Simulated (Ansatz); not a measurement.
# BN (P1) in Ansatz: further runs

One crystal, BN, is run at these levels: PBE; tasks: single point.

Everything below comes from runs of Ansatz 0.2.0. Logs are shortened: lines on timing, memory, paths and dates and some standing lists are left out, and cuts for length are marked.

## 1. Starting point

The typed cell holds 2 atoms: a = 2.508 Å, b = 2.508 Å, c = 3.274 Å, α = 101.11°, β = 101.11°, γ = 119.81°.

The cell comes from a database or a generator and needn't be the stable form of this composition.

## 2. Single point, PBE, 7.75 Å³/atom (volume scaled by 0.94)

Contents of input.yaml:

```yaml
crystal:
  lattice:
    - [2.4568420491, 0.0, 0.0]
    - [-1.2212605467, 2.1318056974, 0.0]
    - [-0.6177907512, -1.0659028487, 2.960838197]
  atoms:
    - { symbol: "N", position: [0.668506, 0.332385, 0.984999] }
    - { symbol: B, position: [0.979643, 0.983499, 0.001806] }
kpoints:
  mp_grid: { grid: [13, 13, 9] }
scf:
  occupations: { method: fermi_dirac, width: 0.05 }
hamiltonian:
  xc: pbe
  pseudopotentials: { kind: all_electron, lapw: { basis_error: 0.0005 } }
output:
  forces: true
  stress: true
  eigenvalues: true
```

Potentials or basis: all-electron LAPW, scalar-relativistic.

Launch:

```bash
> ansatz run input.yaml --threads 1 --pin off --max-ram 3072MiB --backend cpu --events-out ev --progress --plain --runs-dir out
```

The log of the run:

```text
Warning: RAYON_NUM_THREADS=1 ignored (pool sized by the plan → 1); use --threads N
LAPW: plane waves up to 12.919 Å⁻¹, error target 5.0e-4 eV per atom; small_component_spin mean_spin; B in spheres of 0.654 Å, 5 of its electrons in bands, Dirac shells []; N in spheres of 0.718 Å, 7 of its electrons in bands, Dirac shells [] (how accurate: hamiltonian.pseudopotentials.lapw.basis_error, Limitations)
Engine: ansatz 0.2.0, aarch64-unknown-linux-gnu
Pseudopotentials: kind: all_electron
Pseudopotential: N, LAPW, valence charge 7, lapw/all_electron/scalar/gaussian/N, Koelling and Harmon's equation, gaussian nucleus
Pseudopotential: B, LAPW, valence charge 5, lapw/all_electron/scalar/gaussian/B, Koelling and Harmon's equation, gaussian nucleus
Functional definition: PBE
  parameter kappa = 0.804
  parameter beta = 0.06672455060314922
  exchange = pbe_x(kappa = kappa, mu = beta*pi^2/3)
  correlation = pbe_c(beta = beta)
Crystal: 2 atoms, lattice volume = 15.507 Å³
Basis set: ecut = 635.9262817384331 eV, 553 PW (Γ), exchange–correlation at level 2
Bands: 10, of which v1, the nominal top of the filled ones, is band 6 counted from 1 (5 counted from 0)
Symmetry: 1 space group operations
Space group: P1 (ITA 1), of the structure as read, at distance tolerance 2.5e-5 Å
k-points: 761 of 1521 (time reversal used)
Non-local potential: N, projectors of the file, none
Non-local potential: B, projectors of the file, none
Initial density: superposition of atomic densities (chi_scale 0.1, normalization cell, long waves kept (reshape's long-wave potential 0.00 eV rms))
Initial wavefunctions: plane waves of lowest kinetic energy (no species holds an atomic orbital)
Functional: x = pbe(κ = 0.804, μ = 0.2195149727645171), c = pbe(β = 0.06672455060314922)
iter 1 solved again at ethr=3.82e-2 eV; its pass at ethr=1.00e-1 eV (dr2=4.58e0 eV) is discarded
SCF iter   1: F=—  HF=-2170.423590 eV  |F-HF|=—  |Δ(HF+E_count)|=         —  Δρ=1.77e-1  dr2=4.59e0  ethr=3.82e-2  ⟨swp⟩=2.0  Hψ=54083  notcnv=0
preconditioner: auto → none  [insulator: Δε(μ)=4.899 eV  Ē_g=20.814 eV  σ=0.050 eV  W_gap=1.00  n_scr=2 (ndim 8)  ℏωp=26.7 eV  f_vac=0.000  D(μ)=0.00/eV (n_scr^D=0)  ε∞_Penn≈2.6]
iter 2 solved again at ethr=3.09e-3 eV; its pass at ethr=3.82e-2 eV (dr2=3.71e-1 eV) is discarded
SCF iter   2: F=—  HF=-2168.726411 eV  |F-HF|=—  |Δ(HF+E_count)|=    1.70e0  Δρ=6.45e-2  dr2=3.71e-1  ethr=3.09e-3  ⟨swp⟩=2.0  Hψ=41999  notcnv=0
SCF iter   3: F=—  HF=-2168.573556 eV  |F-HF|=—  |Δ(HF+E_count)|=   1.53e-1  Δρ=2.50e-2  dr2=6.22e-2  ethr=3.09e-3  ⟨swp⟩=3.0  Hψ=21218  notcnv=0
SCF iter   4: F=—  HF=-2168.561600 eV  |F-HF|=—  |Δ(HF+E_count)|=         —  Δρ=6.28e-3  dr2=3.35e-3  ethr=5.18e-4  ⟨swp⟩=3.0  Hψ=21261  notcnv=0
the basis was enlarged: its passes take 139.9 KiB over the memory plan, 1 of 1 planned eigensolver slots
SCF iter   5: F=—  HF=-2168.561714 eV  |F-HF|=—  |Δ(HF+E_count)|=   1.14e-4  Δρ=7.36e-4  dr2=4.13e-5  ethr=2.79e-5  ⟨swp⟩=3.0  Hψ=21554  notcnv=0
SCF iter   6: F=—  HF=-2168.561729 eV  |F-HF|=—  |Δ(HF+E_count)|=   1.50e-5  Δρ=7.89e-5  dr2=3.85e-7  ethr=3.44e-7  ⟨swp⟩=3.0  Hψ=18750  notcnv=0
SCF iter   7: F=-2168.561729 eV  HF=-2168.561729 eV  |F-HF|=6.35e-9  |Δ(HF+E_count)|=   4.28e-7  Δρ=1.06e-5  dr2=6.42e-9  ethr=3.21e-9  ⟨swp⟩=3.0  Hψ=18439  notcnv=0
SCF 1 converged in 7 iterations: F = -2168.561729 eV  dr2 = 6.42e-9
SCF converged after 7 iterations
Free energy (F): -2168.561729 eV
Harris-Foulkes:  -2168.561729 eV  (|F-HF|=6.35e-9)
Internal energy: -2168.561729 eV  (E = F + TS)
E sigma→0 (E₀):  -2168.561729 eV
Fermi energy:    8.506699 eV
--- Per-component energies (eV) ---
  E_band       = -1069.962935
  E_kinetic    = 2168.432088
  E_xc         = -300.808945
  E_electrostatic = -4036.184872  (all electrons and nuclei)
  E_smearing   = -0.000000  (= −TS)
  E_closure    = 0.000000  (closes the sum)
  E_atoms      = -2151.229577  (free atoms, spherical and without spin; not in F)
  Σ components = -2168.561729   (vs F -2168.561729, Δ=0.00e0)
  Basis errors (estimates in eV, not in F): energy 3.1e-4 per atom: plane waves 2.9e-4 (1.9e-4 summed), levels above the bands 3.2e-128, relativity 2.0e-8, radial functions 1.8e-5, core shells 0.0e0; eigenvalues (radial functions only) 2.9e-6; not estimated: angular momenta, meshes, grids; target (lapw.basis_error) 5.0e-4; muffin-tin radii B 0.654 Å, N 0.718 Å
--- Forces (eV/Å), atoms counted from 1 ---
  atom   1  N     -1.92389329    -2.41167102     0.54284351
  atom   2  B      1.92389119     2.41167563    -0.54281260
  max |Σ_I F_I| component: 3.09e-5 eV/Å
--- Stress (GPa, compression-positive) ---
       21.695323      -7.544638       0.683945
       -7.544638      39.465003       1.413223
        0.683945       1.413223      10.592476
  P = ⅓ Tr σ = 23.9176 GPa (239.176 kbar)
--- Band table (eV; the first three rows and the last of 761) ---
  k-point 0: bands = ["-367.5512", "-164.8148", "-11.7073", "3.0070", "4.5535", "6.2302", "12.7050", "17.6740", "19.8356", "20.6624"]
  k-point 1: bands = ["-367.5512", "-164.8148", "-11.6390", "2.4714", "4.5511", "6.2253", "13.4778", "17.6444", "19.8332", "20.6686"]
  k-point 2: bands = ["-367.5512", "-164.8148", "-11.4577", "1.3293", "4.5447", "6.2109", "15.2421", "17.5726", "19.8289", "20.6723"]
  k-point 760: bands = ["-367.5512", "-164.8146", "-8.4621", "-1.6851", "1.7791", "5.6021", "12.7132", "16.8464", "19.7971", "24.7530"]
```

It took 2.6 min on 1 thread of Arm Neoverse V1, shared host; peak memory 1.2 GiB.

What came out:

```
Free energy            : -2168.5617 eV
Pressure               : 23.9 GPa
Largest force          : 3.132 eV/Å
Band gap on the k mesh : 2.80 eV, indirect (least direct gap 4.68 eV)
```

Caveat: an odd mesh through Γ misses points on the zone boundary, where band edges often lie; forces of over 1 eV/Å show positions far from the minimum, so gaps and moduli don't describe the material at rest.

## 3. Single point, PBE, 7.92 Å³/atom (volume scaled by 0.96)

input.yaml, as its differences from that of step 2:

```diff
@@ -2,5 +2,5 @@
   lattice:
-    - [2.4568420491, 0.0, 0.0]
-    - [-1.2212605467, 2.1318056974, 0.0]
-    - [-0.6177907512, -1.0659028487, 2.960838197]
+    - [2.4741443238, 0.0, 0.0]
+    - [-1.2298612564, 2.1468189082, 0.0]
+    - [-0.6221415337, -1.0734094541, 2.9816898573]
   atoms:
```

Potentials or basis: all-electron LAPW, scalar-relativistic.

Launch:

```bash
> ansatz run input.yaml --threads 1 --pin off --max-ram 3072MiB --backend cpu --events-out ev --progress --plain --runs-dir out
```

Wall time 2.6 min (1 thread of Arm Neoverse V1, shared host); peak memory 1.2 GiB.

It converged, with:

```
Free energy            : -2168.6038 eV
Pressure               : 17.0 GPa
Largest force          : 2.990 eV/Å
Band gap on the k mesh : 2.82 eV, indirect (least direct gap 4.63 eV)
```

Caveat: an odd mesh through Γ misses points on the zone boundary, where band edges often lie; forces of over 1 eV/Å show positions far from the minimum, so gaps and moduli don't describe the material at rest.

## 4. Single point, PBE, 8.08 Å³/atom (volume scaled by 0.98)

input.yaml, as its differences from that of step 3:

```diff
@@ -2,5 +2,5 @@
   lattice:
-    - [2.4741443238, 0.0, 0.0]
-    - [-1.2298612564, 2.1468189082, 0.0]
-    - [-0.6221415337, -1.0734094541, 2.9816898573]
+    - [2.4912079273, 0.0, 0.0]
+    - [-1.2383433262, 2.1616250238, 0.0]
+    - [-0.6264323005, -1.0808125118, 3.0022538854]
   atoms:
```

Launch:

```bash
> ansatz run input.yaml --threads 1 --pin off --max-ram 3072MiB --backend cpu --events-out ev --progress --plain --runs-dir out
```

Wall time 2.6 min (1 thread of Arm Neoverse V1, shared host); peak memory 1.2 GiB.

Results (log left out):

| Quantity | Value |
| --- | --- |
| Free energy | -2168.6322 eV |
| Pressure | 10.7 GPa |
| Largest force | 2.856 eV/Å |
| Band gap on the k mesh | 2.83 eV, indirect (least direct gap 4.58 eV) |

Caveat: an odd mesh through Γ misses points on the zone boundary, where band edges often lie; forces of over 1 eV/Å show positions far from the minimum, so gaps and moduli don't describe the material at rest.

## 5. Single point, PBE, 8.25 Å³/atom

input.yaml, as its differences from that of step 4:

```diff
@@ -2,5 +2,5 @@
   lattice:
-    - [2.4912079273, 0.0, 0.0]
-    - [-1.2383433262, 2.1616250238, 0.0]
-    - [-0.6264323005, -1.0808125118, 3.0022538854]
+    - [2.5080409239, 0.0, 0.0]
+    - [-1.2467107647, 2.1762310413, 0.0]
+    - [-0.6306650796, -1.0881155206, 3.02254]
   atoms:
```

Launch:

```bash
> ansatz run input.yaml --threads 1 --pin off --max-ram 3072MiB --backend cpu --events-out ev --progress --plain --runs-dir out
```

Wall time 2.6 min (1 thread of Arm Neoverse V1, shared host); peak memory 1.2 GiB.

The run converged. Its results:

```yaml
Free_energy: -2168.6483 eV
Pressure: 5.0 GPa
Largest_force: 2.729 eV/Å
Band_gap_on_the_k_mesh: 2.84 eV, indirect (least direct gap 4.54 eV)
```

Caveat: an odd mesh through Γ misses points on the zone boundary, where band edges often lie; forces of over 1 eV/Å show positions far from the minimum, so gaps and moduli don't describe the material at rest.

## 6. Single point, PBE, 8.41 Å³/atom (volume scaled by 1.02)

input.yaml, as its differences from that of step 5:

```diff
@@ -2,5 +2,5 @@
   lattice:
-    - [2.5080409239, 0.0, 0.0]
-    - [-1.2467107647, 2.1762310413, 0.0]
-    - [-0.6306650796, -1.0881155206, 3.02254]
+    - [2.5246509505, 0.0, 0.0]
+    - [-1.254967368, 2.1906435874, 0.0]
+    - [-0.6348417913, -1.0953217937, 3.0425574046]
   atoms:
```

Potentials or basis: all-electron LAPW, scalar-relativistic.

Launch:

```bash
> ansatz run input.yaml --threads 1 --pin off --max-ram 3072MiB --backend cpu --events-out ev --progress --plain --runs-dir out
```

Run time: 2.6 min. Hardware: 1 thread of Arm Neoverse V1, shared host; peak memory 1.2 GiB.

Results (log left out):

- Free energy: -2168.6530 eV
- Pressure: -0.3 GPa
- Largest force: 2.609 eV/Å
- Band gap on the k mesh: 2.85 eV, indirect (least direct gap 4.49 eV)

Caveat: an odd mesh through Γ misses points on the zone boundary, where band edges often lie; forces of over 1 eV/Å show positions far from the minimum, so gaps and moduli don't describe the material at rest.

## 7. Single point, PBE, 8.58 Å³/atom (volume scaled by 1.04)

input.yaml, as its differences from that of step 6:

```diff
@@ -2,5 +2,5 @@
   lattice:
-    - [2.5246509505, 0.0, 0.0]
-    - [-1.254967368, 2.1906435874, 0.0]
-    - [-0.6348417913, -1.0953217937, 3.0425574046]
+    - [2.5410452472, 0.0, 0.0]
+    - [-1.2631167351, 2.2048689444, 0.0]
+    - [-0.6389642561, -1.1024344721, 3.0623148244]
   atoms:
```

Launch:

```bash
> ansatz run input.yaml --threads 1 --pin off --max-ram 3072MiB --backend cpu --events-out ev --progress --plain --runs-dir out
```

It took 2.6 min on 1 thread of Arm Neoverse V1, shared host; peak memory 1.2 GiB.

Results (log left out):

```yaml
Free_energy: -2168.6474 eV
Pressure: -5.1 GPa
Largest_force: 2.495 eV/Å
Band_gap_on_the_k_mesh: 2.86 eV, indirect (least direct gap 4.44 eV)
```

Caveat: an odd mesh through Γ misses points on the zone boundary, where band edges often lie; forces of over 1 eV/Å show positions far from the minimum, so gaps and moduli don't describe the material at rest.

## 8. Single point, PBE, 8.74 Å³/atom (volume scaled by 1.06)

input.yaml, as its differences from that of step 7:

```diff
@@ -2,5 +2,5 @@
   lattice:
-    - [2.5410452472, 0.0, 0.0]
-    - [-1.2631167351, 2.2048689444, 0.0]
-    - [-0.6389642561, -1.1024344721, 3.0623148244]
+    - [2.5572306852, 0.0, 0.0]
+    - [-1.2711622815, 2.2189130743, 0.0]
+    - [-0.6430342018, -1.1094565371, 3.0818205403]
   atoms:
```

Launch:

```bash
> ansatz run input.yaml --threads 1 --pin off --max-ram 3072MiB --backend cpu --events-out ev --progress --plain --runs-dir out
```

Run time: 2.6 min. Hardware: 1 thread of Arm Neoverse V1, shared host; peak memory 1.2 GiB.

It converged, with:

```
Free energy            : -2168.6323 eV
Pressure               : -9.5 GPa
Largest force          : 2.387 eV/Å
Band gap on the k mesh : 2.86 eV, indirect (least direct gap 4.40 eV)
```

Caveat: an odd mesh through Γ misses points on the zone boundary, where band edges often lie; forces of over 1 eV/Å show positions far from the minimum, so gaps and moduli don't describe the material at rest.

## 9. For comparison

An earlier run on the cell as given: functional PBE; potentials or basis all-electron LAPW, scalar-relativistic; cutoff 559 eV (chosen from the basis error); basis error allowed 0.001 eV/atom; k mesh 13 × 13 × 9; occupations fermi-dirac, width 0.05 eV; no spin polarisation.

- Pressure: 5.0 GPa
- Largest force: 2.729 eV/Å
- Band gap on the k mesh: 2.84 eV, indirect (least direct gap 4.54 eV)
- Loewdin charges: N -0.37; B +0.42 e
